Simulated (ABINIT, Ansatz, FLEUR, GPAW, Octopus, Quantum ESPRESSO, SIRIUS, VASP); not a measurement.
# MnS: 10 runs at one level of theory

```xyz
2
Lattice="0.0000 2.6045 2.6045 2.6045 0.0000 2.6045 2.6045 2.6045 0.0000" Properties=species:S:1:pos:R:3 pbc="T T T"
Mn    0.0000    0.0000    0.0000
S     2.6045    2.6045    2.6045
```

Alike in all runs: task single point; functional PBEsol; k mesh 9 × 9 × 9; occupations fermi-dirac, width 0.05 eV; collinear spin, ferromagnetic start; no spin-orbit coupling. The measured crystal is an antiferromagnetic insulator; the state found here is the runs' own. Pressure is positive in compression and, in plane waves, holds the error of the finite cutoff, which Ansatz's Pulay term estimates and takes out.

```json
{"program and potentials": "Ansatz, Ansatz PAW", "plane-wave cutoff (eV)": "420", "notes": "potentials made for PBE, which Ansatz adapts in part; 10.5 valence electrons an atom on average; Pulay term of +0.03 GPa included", "pressure (GPa)": "-7.29", "net moment per atom (μB)": "2.34"}
{"program and potentials": "Octopus, pseudodojo_pbesol (PseudoDojo 0.4, PBEsol)", "plane-wave cutoff (eV)": "-", "notes": "10.5 valence electrons an atom on average", "pressure (GPa)": "-", "net moment per atom (μB)": "2.36"}
{"program and potentials": "VASP, PBE PAW files Mn_pv, S, 520 eV", "plane-wave cutoff (eV)": "520", "notes": "potentials made for PBE; 9.5 valence electrons an atom on average", "pressure (GPa)": "-7.17", "net moment per atom (μB)": "2.34"}
{"program and potentials": "FLEUR, all-electron, FLAPW", "plane-wave cutoff (eV)": "-", "notes": "-", "pressure (GPa)": "-", "net moment per atom (μB)": "2.34"}
{"program and potentials": "GPAW, PAW data sets generated for this functional", "plane-wave cutoff (eV)": "600", "notes": "10.5 valence electrons an atom on average", "pressure (GPa)": "-7.20", "net moment per atom (μB)": "2.33"}
{"program and potentials": "SIRIUS, all-electron FP-LAPW, apw+lo standard", "plane-wave cutoff (eV)": "-", "notes": "-", "pressure (GPa)": "-", "net moment per atom (μB)": "2.33"}
{"program and potentials": "ABINIT, PseudoDojo NC SR PBEsol v0.4.1 standard", "plane-wave cutoff (eV)": "1306", "notes": "10.5 valence electrons an atom on average", "pressure (GPa)": "-6.74", "net moment per atom (μB)": "2.36"}
{"program and potentials": "SIRIUS, PseudoDojo 0.4.1 PBEsol standard (scalar relativistic)", "plane-wave cutoff (eV)": "1307", "notes": "10.5 valence electrons an atom on average", "pressure (GPa)": "-6.74", "net moment per atom (μB)": "2.36"}
{"program and potentials": "Quantum ESPRESSO, GBRV 1.5 PBEsol", "plane-wave cutoff (eV)": "612", "notes": "10.5 valence electrons an atom on average", "pressure (GPa)": "-7.22", "net moment per atom (μB)": "2.35"}
{"program and potentials": "Ansatz, all-electron LAPW, scalar-relativistic", "plane-wave cutoff (eV)": "-", "notes": "-", "pressure (GPa)": "-7.26", "net moment per atom (μB)": "2.34"}
```

The pressure spans -7.29 (Ansatz, Ansatz PAW) to -6.74 GPa (SIRIUS, PseudoDojo 0.4.1 PBEsol standard (scalar relativistic)), with all-electron results at -7.26. The net moment per atom spans 2.33 (GPAW, PAW data sets generated for this functional) to 2.36 μB (Octopus, pseudodojo_pbesol (PseudoDojo 0.4, PBEsol)), with all-electron results at 2.33 to 2.34. The state is the one that the start led to, which needn't be the lowest.

Differences between rows come from potentials, basis sets and numerical settings, since the functional is the same but for its coding. Runs on potential files found faulty are left out.
